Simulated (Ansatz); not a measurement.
## A sublattice moved along a line in LiF

These are results of DFT PBE, scalar-relativistic, plane waves, PAW in Ansatz, not measurements. Cutoff 420 eV, Γ-centred 10×10×10 k-points, Gaussian smearing of 0.05 eV. No spin polarisation. Energies are free energies at this smearing, counted from the undisturbed cell; pressure is positive in compression.

The undisturbed cell (as given, not relaxed at this level; it stands at 2.1 GPa):

```
Li F
1.0
     0.00000    2.01400    2.01400
     2.01400    0.00000    2.01400
     2.01400    2.01400    0.00000
Li F
1 1
Cartesian
  0.0000 0.0000 0.0000
  2.0140 2.0140 2.0140
```

Every Li atom is moved by x along the Cartesian unit vector (0.000, -0.707, -0.707); the cell and all other atoms stay fixed.

```tsv
x (Å)	ΔE (meV/cell)	force along x on the moved atoms (eV/Å)	pressure (GPa)	gap on the mesh (eV)
-0.1000	8.0	0.16	2.5	9.07
-0.0500	2.0	0.08	2.2	9.09
0.0000	0.0	0.00	2.1	9.09
0.0125	0.1	-0.02	2.1	9.09
0.0250	0.5	-0.04	2.1	9.09
0.0375	1.1	?	?	9.09
0.0625	?	-0.10	?	9.08
0.0750	4.5	-0.12	2.3	9.08
0.0875	6.1	-0.14	2.4	9.08
```

By symmetry 0.1000 repeats -0.1000, -0.0750 repeats 0.0750, 0.0500 repeats -0.0500, -0.0250 repeats 0.0250 in energy, with the opposite slope along the path.

Task: Give the withheld values.

Result: force along x on the moved atoms (eV/Å) at x (Å) = 0.0375: -0.06; pressure (GPa) at x (Å) = 0.0375: 2.2; ΔE (meV/cell) at x (Å) = 0.0625: 3.1; pressure (GPa) at x (Å) = 0.0625: 2.3.